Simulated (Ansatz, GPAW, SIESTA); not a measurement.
One calculation of Bi2TeSe2, 3 ways

```
Bi Te Se
1.0
     2.09150    1.20753    9.71233
    -2.09150    1.20753    9.71233
     0.00000   -2.41506    9.71233
Bi Te Se
2 1 2
Direct
  0.60194 0.60194 0.60194
  0.39806 0.39806 0.39806
  0.00000 0.00000 0.00000
  0.78840 0.78840 0.78840
  0.21160 0.21160 0.21160
```

Alike in all runs: task single point; functional PBEsol; k mesh 7 × 7 × 7; occupations fermi-dirac, width 0.05 eV; no spin polarisation; no spin-orbit coupling. Pressure is positive in compression and, in plane waves, holds the error of the finite cutoff.

| program and potentials | plane-wave cutoff (eV) | notes | pressure (GPa) | largest force (eV/Å) |
| --- | --- | --- | --- | --- |
| SIESTA, files PseudoDojo sr-pbesol-0.4.1-standard, DZP (energy shift 0.003 Ry; two zetas on semicore shells) | - | atomic basis; 15.6 valence electrons an atom on average | 3.36 | 1.617 |
| Ansatz, all-electron LAPW, scalar-relativistic | - | - | ? | ? |
| GPAW, PAW data sets generated for this functional | 600 | 9.6 valence electrons an atom on average | 1.69 | 1.762 |

Question: Estimate from the other rows what the run with Ansatz, all-electron LAPW, scalar-relativistic gave.

Answer: Pressure 1.88 GPa; largest force 1.792 eV/Å. The other rows, which needn't bracket it: pressure 1.69 to 3.36; largest force 1.617 to 1.762.
